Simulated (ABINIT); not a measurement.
# TiO2 (P4_2/mnm) in ABINIT: a series of runs

One crystal, TiO2, is run at these levels: PBEsol, LDA; tasks: single point.

All numbers are computed with ABINIT 10.8.3 (patched build); they aren't measurements. Logs are shortened: lines on timing, memory, paths and dates and some standing lists are left out, and cuts for length are marked. The log counts tension as positive stress, the text compression.

### Step 1. Starting point

The structure is tetragonal, space group P4_2/mnm (No. 136). The conventional cell has a = 4.600 Å, b = 4.600 Å, c = 2.959 Å, α = 90.00°, β = 90.00°, γ = 90.00°. Ti (site symmetry mmm) has 6 O at 1.95 to 1.98 Å as nearest neighbours. Around O (site symmetry m2m) lie 3 Ti at 1.95 to 1.98 Å.

The cell is a database's computed one.

### Step 2. Single point, PBEsol

run.abi

```
pp_dirpath "./"
pseudos "Ti.GGA_PBE-JTH.xml, O.GGA_PBE-JTH.xml"

acell 4.5998373239 4.5998373239 2.95921356 Angstrom
rprim
     1.0000000000     0.0000000000     0.0000000000
     0.0000000000     1.0000000000     0.0000000000
     0.0000000000     0.0000000000     1.0000000000
ntypat 2
znucl 22 8
natom 6
typat 1 1 2 2 2 2
xcart
     0.0000000000     0.0000000000     2.7960515863
     4.3462163800     4.3462163800     0.0000000000
     2.6452926115     2.6452926115     2.7960515863
     1.7009237685     6.9915089915     0.0000000000
     6.9915089915     1.7009237685     0.0000000000
     6.0471401485     6.0471401485     2.7960515863

ecut 23.0
pawecutdg 45.0

kptopt 1
ngkpt 5 5 7
nshiftk 1
shiftk 0.0 0.0 0.0

ixc -116133

nband 29
occopt 3
tsmear 0.00183747

nstep 100
tolvrs 1.0e-9

iomode 3
prtwf 0
prteig 0
prtebands 0
enunit 2
prtden 1
prtvha 1
prtvclmb 1
prtpot 1
```

Potentials or basis: JTH PAW PBE v2.0.

Started as:

```sh
$ abinit run.abi > log 2>&1
```

run.abo:

```text
.Version 10.8.3 of ABINIT
 Symmetries : space group P4_2/m n m (#136); Bravais tP (primitive tetrag.)
================================================================================
 Values of the parameters that define the memory need of the present run
     intxc =       0    ionmov =       0      iscf =      17    lmnmax =      18
     lnmax =       6     mgfft =      40  mpssoang =       3    mqgrid =    3001
     natom =       6  nloc_mem =       2    nspden =       1   nspinor =       1
    nsppol =       1      nsym =      16    n1xccc =       1    ntypat =       2
    occopt =       3   xclevel =       2
       mpw =        2245          nfft =       43200          nkpt =          24
 PAW method is used; the additional fine FFT grid is defined by:
   mgfftf=        54    nfftf =    104976
================================================================================
================================================================================

--------------------------------------------------------------------------------
------------- Echo of variables that govern the present computation ------------
--------------------------------------------------------------------------------
 -outvars: echo values of preprocessed input variables --------
            acell      8.6924327659E+00  8.6924327659E+00  5.5921031765E+00 Bohr
              amu      4.78800000E+01  1.59994000E+01
             ecut      2.30000000E+01 Hartree
           enunit           2
              ixc     -116133
         kptrlatt        5    0    0      0    5    0      0    0    7
          kptrlen      3.91447222E+01
            natom           6
            nband          29
            ngfft          40      40      27
          ngfftdg          54      54      36
             nkpt          24
            nstep         100
             nsym          16
           ntypat           2
           occopt           3
        pawecutdg      4.50000000E+01 Hartree
         pawxcdev           0
        prtebands           0
           prteig           0
           prtpot           1
         prtvclmb           1
           prtvha           1
            prtwf           0
          spgroup         136
           tolvrs      1.00000000E-09
           tsmear      1.83747000E-03 Hartree
            typat      1  1  2  2  2  2
           useylm           1
           xangst     -7.8047916820E-10 -7.8047916820E-10  1.4796067795E+00
                       2.2999186612E+00  2.2999186612E+00 -5.1231972153E-10
                       1.3998285652E+00  1.3998285652E+00  1.4796067795E+00
                       9.0009009516E-01  3.6997472272E+00 -5.1231972153E-10
                       3.6997472272E+00  9.0009009516E-01 -5.1231972153E-10
                       3.2000087571E+00  3.2000087571E+00  1.4796067795E+00
            xcart     -1.4748918749E-09 -1.4748918749E-09  2.7960515873E+00
                       4.3462163815E+00  4.3462163815E+00 -9.6814396259E-10
                       2.6452926115E+00  2.6452926115E+00  2.7960515873E+00
                       1.7009237685E+00  6.9915089944E+00 -9.6814396259E-10
                       6.9915089944E+00  1.7009237685E+00 -9.6814396259E-10
                       6.0471401514E+00  6.0471401514E+00  2.7960515873E+00
             xred     -1.6967538485E-10 -1.6967538485E-10  4.9999999983E-01
                       4.9999999983E-01  4.9999999983E-01 -1.7312698497E-10
                       3.0432131979E-01  3.0432131979E-01  4.9999999983E-01
                       1.9567867987E-01  8.0432131979E-01 -1.7312698497E-10
                       8.0432131979E-01  1.9567867987E-01 -1.7312698497E-10
                       6.9567867987E-01  6.9567867987E-01  4.9999999983E-01
            znucl       22.00000    8.00000

================================================================================

 chkinp: Checking input parameters for consistency.

================================================================================
== DATASET  1 ==================================================================

--- !DatasetInfo
iteration_state: {dtset: 1, }
dimensions: {natom: 6, nkpt: 24, mband: 29, nsppol: 1, nspinor: 1, nspden: 1, mpw: 2245, }
cutoff_energies: {ecut:  23.0, pawecutdg:  45.0, }
electrons: {nelect:   4.80000000E+01, charge:   0.00000000E+00, occopt:   3.00000000E+00, tsmear:   1.83747000E-03, }
meta: {optdriver: 0, ionmov: 0, optcell: 0, iscf: 17, paral_kgb: 0, }
...

 Real(R)+Recip(G) space primitive vectors, cartesian coordinates (Bohr,Bohr^-1):
 R(1)=  8.6924328  0.0000000  0.0000000  G(1)=  0.1150426  0.0000000  0.0000000
[... 127 lines left out ...]
       0.695678679871      0.695678679871      0.499999999827
 rms dE/dt=  3.9514E-03; max dE/dt=  5.9271E-03; dE/dt below (all hartree)
    1       0.000000000000      0.000000000000      0.000000000000
    2       0.000000000000      0.000000000000      0.000000000000
    3      -0.005927109151     -0.005927109151      0.000000000000
    4       0.005927109151     -0.005927109151      0.000000000000
    5      -0.005927109151      0.005927109151      0.000000000000
    6       0.005927109151      0.005927109151      0.000000000000

 cartesian coordinates (angstrom) at end:
    1     -0.00000000078048    -0.00000000078048     1.47960677948768
    2      2.29991866116952     2.29991866116952    -0.00000000051232
    3      1.39982856522622     1.39982856522622     1.47960677948768
    4      0.90009009516282     3.69974722717622    -0.00000000051232
    5      3.69974722717622     0.90009009516282    -0.00000000051232
    6      3.20000875711282     3.20000875711282     1.47960677948768

 cartesian forces (hartree/bohr) at end:
    1     -0.00000000000000     0.00000000000000    -0.00000000000000
    2     -0.00000000000000     0.00000000000000    -0.00000000000000
    3      0.00068187000235     0.00068187000235    -0.00000000000000
    4     -0.00068187000235     0.00068187000235    -0.00000000000000
    5      0.00068187000235    -0.00068187000235    -0.00000000000000
    6     -0.00068187000235    -0.00068187000235    -0.00000000000000
 frms,max,avg= 4.5458000E-04 6.8187000E-04   0.000E+00  0.000E+00  0.000E+00 h/b

 cartesian forces (eV/Angstrom) at end:
    1     -0.00000000000000     0.00000000000000    -0.00000000000000
    2     -0.00000000000000     0.00000000000000    -0.00000000000000
    3      0.03506316529472     0.03506316529472    -0.00000000000000
    4     -0.03506316529472     0.03506316529472    -0.00000000000000
    5      0.03506316529472    -0.03506316529472    -0.00000000000000
    6     -0.03506316529472    -0.03506316529472    -0.00000000000000
 frms,max,avg= 2.3375444E-02 3.5063165E-02   0.000E+00  0.000E+00  0.000E+00 e/A
 length scales=  8.692432765900  8.692432765900  5.592103176473 bohr
              =  4.599837323900  4.599837323900  2.959213560000 angstroms
 Fermi (or HOMO) energy (hartree) =   0.20305   Average Vxc (hartree)=  -0.41697
 Eigenvalues (hartree) for nkpt=  24  k points:
 kpt#   1, nband= 29, wtk=  0.00571, kpt=  0.0000  0.0000  0.0000 (reduced coord)
  -1.91011   -1.90946   -1.04399   -1.04399   -1.03781   -1.03781   -1.03639   -1.03513
  -0.49618   -0.45234   -0.42464   -0.42464   -0.04360   -0.02701   -0.01275    0.03017
   0.03017    0.07595    0.07595    0.09769    0.14511    0.15416    0.15416    0.17078
   0.23773    0.24787    0.25792    0.26153    0.26153
      occupation numbers for kpt#   1
   2.00000    2.00000    2.00000    2.00000    2.00000    2.00000    2.00000    2.00000
   2.00000    2.00000    2.00000    2.00000    2.00000    2.00000    2.00000    2.00000
   2.00000    2.00000    2.00000    2.00000    2.00000    2.00000    2.00000    2.00000
   0.00000    0.00000    0.00000    0.00000    0.00000
 prteigrs : prtvol=0 or 1, do not print more k-points.

 Fermi (or HOMO) energy (eV) =   5.52522   Average Vxc (eV)= -11.34646
 Eigenvalues (   eV  ) for nkpt=  24  k points:
 kpt#   1, nband= 29, wtk=  0.00571, kpt=  0.0000  0.0000  0.0000 (reduced coord)
 -51.97683  -51.95896  -28.40845  -28.40845  -28.24035  -28.24035  -28.20149  -28.16741
 -13.50187  -12.30870  -11.55507  -11.55507   -1.18637   -0.73509   -0.34691    0.82096
   0.82096    2.06679    2.06679    2.65820    3.94851    4.19490    4.19490    4.64708
   6.46887    6.74482    7.01834    7.11647    7.11647
 prteigrs : prtvol=0 or 1, do not print more k-points.

--- !EnergyTerms
iteration_state     : {dtset: 1, }
comment             : Components of total free energy in Hartree
kinetic             :  4.56332007595630E+01
hartree             :  4.15419157799534E+01
xc                  : -1.81762965048918E+01
Ewald energy        : -1.32043813526690E+02
psp_core            :  7.87923614760158E+00
local_psp           : -1.30791244150715E+02
PAW spherical_terms :  4.01835863583443E+00
internal            : -1.81938642859344E+02
'-kT*entropy'       : -2.96407648005786E-11
total_energy        : -1.81938642859374E+02
total_energy_eV     : -4.95080268391602E+03
...

--- !EnergyTermsDC
iteration_state     : {dtset: 1, }
comment             : '"Double-counting" decomposition of free energy'
band_energy         : -2.21999559787731E+01
Ewald energy        : -1.32043813526690E+02
psp_core            :  7.87923614760158E+00
xc_dc               : -3.71387255512932E+01
PAW spherical_terms :  1.56461596729362E+00
internal            : -1.81938642941861E+02
'-kT*entropy'       : -2.96407648005786E-11
total_energy_dc     : -1.81938642941890E+02
total_energy_dc_eV  : -4.95080268616141E+03
...

--- !EnergyTermsWithPAWCore
iteration_state     : {dtset: 1, }
comment             : 'Components of total free energy, including PAW core contributions'
Total energy        : -2.00616755646073E+03
Total energy DC     : -2.00616755654324E+03
Total energy (eV)   : -5.45906002530087E+04
Total energy DC (eV): -5.45906002552541E+04
...

 Cartesian components of stress tensor (hartree/bohr^3)
  sigma(1 1)=  5.69112399E-05  sigma(3 2)=  0.00000000E+00
  sigma(2 2)=  5.69112399E-05  sigma(3 1)=  0.00000000E+00
  sigma(3 3)=  1.11881931E-04  sigma(2 1)=  0.00000000E+00

-Cartesian components of stress tensor (GPa)         [Pressure= -2.2135E+00 GPa]
- sigma(1 1)=  1.67438649E+00  sigma(3 2)=  0.00000000E+00
- sigma(2 2)=  1.67438649E+00  sigma(3 1)=  0.00000000E+00
- sigma(3 3)=  3.29168005E+00  sigma(2 1)=  0.00000000E+00

== END DATASET(S) ==============================================================
================================================================================

 -outvars: echo values of variables after computation  --------
            acell      8.6924327659E+00  8.6924327659E+00  5.5921031765E+00 Bohr
           etotal     -1.8193864294E+02
            fcart     -0.0000000000E+00  3.6140072416E-20 -0.0000000000E+00
                      -0.0000000000E+00  3.6140072416E-20 -0.0000000000E+00
                       6.8187000235E-04  6.8187000235E-04 -0.0000000000E+00
                      -6.8187000235E-04  6.8187000235E-04 -0.0000000000E+00
                       6.8187000235E-04 -6.8187000235E-04 -0.0000000000E+00
                      -6.8187000235E-04 -6.8187000235E-04 -0.0000000000E+00
           strten      5.6911239910E-05  5.6911239910E-05  1.1188193092E-04
                       0.0000000000E+00  0.0000000000E+00  0.0000000000E+00
           xangst     -7.8047916820E-10 -7.8047916820E-10  1.4796067795E+00
                       2.2999186612E+00  2.2999186612E+00 -5.1231972153E-10
                       1.3998285652E+00  1.3998285652E+00  1.4796067795E+00
                       9.0009009516E-01  3.6997472272E+00 -5.1231972153E-10
                       3.6997472272E+00  9.0009009516E-01 -5.1231972153E-10
                       3.2000087571E+00  3.2000087571E+00  1.4796067795E+00
             xred     -1.6967538485E-10 -1.6967538485E-10  4.9999999983E-01
                       4.9999999983E-01  4.9999999983E-01 -1.7312698497E-10
                       3.0432131979E-01  3.0432131979E-01  4.9999999983E-01
                       1.9567867987E-01  8.0432131979E-01 -1.7312698497E-10
                       8.0432131979E-01  1.9567867987E-01 -1.7312698497E-10
                       6.9567867987E-01  6.9567867987E-01  4.9999999983E-01
 Calculation completed.
```

It took 1.8 min on 1 thread of Arm Neoverse V2, shared host; peak memory 0.18 GiB.

What came out:

* Free energy: -4950.8027 eV
* Pressure: -2.2 GPa
* Largest force: 0.050 eV/Å
* Band gap on the k mesh: 1.82 eV, direct

Forces in eV/Å, atoms in the order of the input:
```
Ti   0.000  0.000  0.000
Ti   0.000  0.000  0.000
O    0.035  0.035  0.000
O   -0.035  0.035  0.000
O    0.035 -0.035  0.000
O   -0.035 -0.035  0.000
```

Stress tensor (GPa, compression positive):
```
-1.67  0.00  0.00
 0.00 -1.67  0.00
 0.00  0.00 -3.29
```

Caveat: the PAW data sets were made with another functional, which shifts forces and pressure a little; an odd mesh through Γ misses points on the zone boundary, where band edges often lie; the atomic spheres overlap.

(Part 1 of 2 ends here.)
